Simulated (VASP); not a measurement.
## Al2Cu: equation of state with PBE

Crystal: Al2Cu.

```xyz
3
Lattice="4.1052 0.0000 0.0000 0.0000 4.1052 0.0000 0.0000 0.0000 2.8913" Properties=species:S:1:pos:R:3 pbc="T T T"
Cu    0.0000    0.0000    0.0000
Al    0.0000    2.0526    1.4457
Al    2.0526    0.0000    1.4457
```

The cell comes from a database or a generator and needn't be the stable form of this composition.

```yaml
Program: VASP 6.6.1
Task: equation of state
Functional: PBE
Potentials_or_basis: VASP PAW PBE potentials, release 64 (Cu, Al)
Cutoff: 520 eV
k_mesh: 7 × 7 × 9
Occupations: fermi-dirac, width 0.05 eV
Spin: no spin polarisation
Further_INCAR_settings: ALGO = Normal; EDIFF = 1e-07; NBANDS = 16
```

```
Equilibrium volume                        : 16.37 Å³/atom
Bulk modulus at fixed shape and positions : 88 GPa
Pressure derivative of the bulk modulus   : 4.7
```

Energy against volume, from the lowest point:
```
volume (Å³/atom)  energy (meV/atom)
          15.267              23.18
          15.592              10.96
          15.917               3.40
          16.242               0.00
          16.567               0.30
          16.892               3.92
          17.216              10.50
```

All runs of the series together: 3.1 min on 1 thread of Intel(R) Xeon(R) Platinum 8488C (Sapphire Rapids), on a shared host.

Caveat: the cell was scaled at fixed shape and fractional positions, which overstates the stiffness of a crystal with free parameters, most of all of layers and chains.
